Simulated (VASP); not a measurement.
Data:

```
CELL_PARAMETERS angstrom
      0.00000     3.11600     3.11600
      3.11600     0.00000     3.11600
      3.11600     3.11600     0.00000
ATOMIC_POSITIONS crystal
  Al 0.00000 0.00000 0.00000
  Sb 0.75000 0.75000 0.75000
```

Calculation: PBE GGA, VASP's PBE PAW potentials (set 64) (plane waves; VASP). Settings: PREC = Normal, EDIFF = 1E-5, 400 eV cut-off, 8×8×8 Γ-centred mesh, Gaussian smearing of 0.050 eV, potentials Al Sb.

Unless said otherwise, spin-orbit coupling is left out, though it shifts the bands of the heavy elements here.

**Question.** What does the run give for the energy per atom (σ→0), band gap (on the k-mesh) with the smallest direct gap where there is one?

**Answer.** 
The band gap (on the k-mesh) comes out as 1.22 eV and the smallest direct gap (on the k-mesh) is 1.26 eV. The energy per atom (σ→0) comes out as -4.106 eV/atom.

The absolute energy has meaning only against runs of the same code, potentials and settings.

The compound is AlSb in the zinc blende structure. It was relaxed first.
